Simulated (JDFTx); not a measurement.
Crystal: MgS (Niningerite).

```
S Mg
1.0
     0.00000    2.60165    2.60165
     2.60165    0.00000    2.60165
     2.60165    2.60165    0.00000
S Mg
1 1
Direct
  0.50000 0.50000 0.50000
  0.00000 0.00000 0.00000
```

```yaml
Program: JDFTx 1.7.0 (patched build)
Task: single point
Functional: PBEsol
Potentials_or_basis: PseudoDojo-SR-PBEsol-0.4.1-standard with smoothed tails
Cutoff: 1143 eV
Density_cutoff: 9143 eV
k_mesh: 9 × 9 × 9
Occupations: fermi-dirac, width 0.05 eV
Spin: no spin polarisation
```

On this cell: pressure -0.9 GPa; largest force zero by symmetry; band gap on the k mesh 2.83 eV, indirect (least direct gap 3.59 eV).

The same run follows on a disturbed copy (atoms moved at random, drawn with an rms of 0.05 Å):

```
S Mg
1.0
     0.00000    2.60165    2.60165
     2.60165    0.00000    2.60165
     2.60165    2.60165    0.00000
S Mg
1 1
Direct
  0.49923 0.50365 0.50962
  0.01475 0.99180 0.98833
```

Problem. What changes?

Solution. The energy moves by +5.5 meV/atom; pressure -0.6 GPa; largest force 0.256 eV/Å; band gap on the k mesh 2.83 eV, indirect (least direct gap 3.59 eV).

Forces on the atoms (eV/Å):
```
S   -0.251 -0.041  0.026
Mg   0.251  0.041 -0.026
```

Stress tensor (GPa, compression positive):
```
-0.04 -0.02  0.01
-0.02 -0.93  0.00
 0.01  0.00 -0.94
```

Caveats: an odd mesh through Γ misses points on the zone boundary, where band edges often lie.
